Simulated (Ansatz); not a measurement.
A crystal relaxed with r2SCAN in the plane-wave code Ansatz has space group Fm-3m (No. 225) and a = 6.536 Å.

| atom | site | x | y | z |
| --- | --- | --- | --- | --- |
| Pb | 4a | 0.0000 | 0.0000 | 0.0000 |
| Xx | 4b | 0.5000 | 0.0000 | 0.0000 |

With r2SCAN the gap is 1.09 eV and direct, at L. The HSE06 gap is direct at L: 1.20 eV. Meshes: r2SCAN 8×8×8, HSE06 6×6×6. r2SCAN's ε∞ is 22.7 in all directions.

Question: Which element is Xx?
A. O
B. Se
C. Te
D. S

Answer: C. Xx is Te: PbTe (rocksalt). Pb has 6 Te at 3.27 Å; Te has 6 Pb at 3.27 Å.

The values are computed, spin-unpolarised, and not measurements.

Spin-orbit coupling is left out; in compounds of Pb, Bi, Tl or Hg it can lower a gap by up to about 1 eV, split its edges or invert the bands.
